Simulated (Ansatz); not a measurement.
# A series in volume scale on As

Periodic Kohn-Sham DFT of a crystal at fixed atoms, scaled to volume_scale times the given cell; pressure positive in compression, energy less spherical unpolarised free atoms, largest_vzz the field gradient of largest size among the nuclei. The results are calculated, by Ansatz 0.2.0.

The cell before it is scaled or strained (space group R-3m, No. 166):
```
CELL_PARAMETERS angstrom
1.87970 1.08530 3.48580
-1.87970 1.08530 3.48580
0.00000 -2.17050 3.48580
ATOMIC_POSITIONS crystal
As 0.22754 0.22754 0.22754
As 0.77246 0.77246 0.77246
```

Settings of every row: method all-electron LAPW; functional PBE; relativity scalar; k mesh 11x11x11; filling fermi-dirac; smearing width 0.03 eV; basis error target 0.25 meV/atom; nucleus gaussian.

Atom start moment: 0 on all atoms.

| row | volume scale | V (Å³/atom) | energy less free atoms (eV/atom) | pressure (GPa) |
| --- | --- | --- | --- | --- |
| 1 | 0.9405 | 20.064 | -4.6081 | 9.392 |
| 2 | 0.97 | 20.693 | -4.6388 | 6.296 |
| 3 | 1 | 21.333 | ? | ? |
| 4 | 1.03 | 21.973 | -4.6678 | 1.225 |
| 5 | 1.06 | 22.613 | -4.6685 | -0.791 |

Question: what energy less free atoms and pressure should row 3 give?

Worked fit of energy less free atoms. Take u = (V_r/V)^(2/3) − 1 with V_r = 21.333 Å³ an atom, which is twice the finite (Eulerian) strain; such expansions in the strain, on which the Birch-Murnaghan equation of state is built, carry the rest volume and the bulk modulus. The shown rows have u = 0.04173, 0.02051, -0.01951, -0.0381. Least squares give energy less free atoms = −4.65837 + 0.7137 × u + 11.76 × u² eV/atom; a straight line predicts inner rows, each left out in turn, worse (root mean square 0.011 against 4.2e-05 eV/atom). All shown rows lie on it to the printed digit. Its lowest point lies at u = -0.0303, or V = 22.34 Å³ an atom, and the curvature there gives the bulk modulus at fixed shape and fractions, B = (4/9)(1 + u)² E″(u)/V = 70.5 GPa. Letting shape and atoms relax would as a rule lower it, by much in layered, chain or molecular crystals. The withheld row has u = 0, so the fit gives −4.65837 + 0.7137 × (0) + 11.76 × (0)² = -4.6584 eV/atom.

The calculation gave -4.6583 eV/atom. The fit lies 0.0001 eV/atom (0.17 % of the column's range) below it, one unit of the last digit.

Worked fit of pressure. Take u = (V_r/V)^(2/3) − 1 with V_r = 21.333 Å³ an atom, which is twice the finite (Eulerian) strain; such expansions in the strain, on which the Birch-Murnaghan equation of state is built, carry the rest volume and the bulk modulus. The shown rows have u = 0.04173, 0.02051, -0.01951, -0.0381. Least squares give pressure = 3.572 + 126.419 × u + 312.58 × u² GPa; a straight line predicts inner rows, each left out in turn, worse (root mean square 0.29 against 0.001 GPa). All shown rows lie on it to the printed digit. The pressure vanishes at u = -0.0306, or V = 22.35 Å³ an atom, and there the bulk modulus at fixed shape and fractions is B = −V dP/dV = (2/3)(1 + u) dP/du = 69.4 GPa. Letting shape and atoms relax would as a rule lower it, by much in layered, chain or molecular crystals. The withheld row has u = 0, so the fit gives 3.572 + 126.419 × (0) + 312.58 × (0)² = 3.572 GPa.

The calculation gave 3.57 GPa. The fit lies 0.002 GPa (0.02 % of the column's range) above it; its largest miss of a shown row is 0.000 GPa.
